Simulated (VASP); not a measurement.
GaP:

```
Ga P
1.0
     0.00000    2.72525    2.72525
     2.72525    0.00000    2.72525
     2.72525    2.72525    0.00000
Ga P
1 1
Cartesian
  0.0000 0.0000 0.0000
  4.0879 4.0879 4.0879
```

```yaml
Program: VASP 6.6.1
Task: relaxation of cell and atoms
Functional: PBE
Potentials_or_basis: VASP PAW PBE potentials, release 64 (Ga_h, P_h)
Cutoff: 980 eV
k_mesh: 8 × 8 × 8
Occupations: fermi-dirac, width 0.05 eV
Spin: no spin polarisation
```

At the start: pressure 2.5 GPa; volume 20.24 Å³/atom.

**Question.** How do energy, volume and symmetry change on relaxing?

**Answer.** Over 3 steps the energy falls by 4.7 meV/atom and the volume is 20.86 Å³/atom (+3.1 %); space group F-43m (No. 216, to 0.05 Å).

Step by step:
```
step  energy change (eV)  largest force (eV/Å)  pressure (GPa)  volume (Å³)
   1              0.0000                0.0000            2.49        40.48
   2             -0.0071                0.0000           -1.12        42.36
   3             -0.0094                0.0000            0.01        41.72
```

Final structure:
```
CELL_PARAMETERS angstrom
0.00000 2.75281 2.75281
2.75281 0.00000 2.75281
2.75281 2.75281 0.00000
ATOMIC_POSITIONS crystal
Ga 0.00000 0.00000 0.00000
P 0.75000 0.75000 0.75000
```
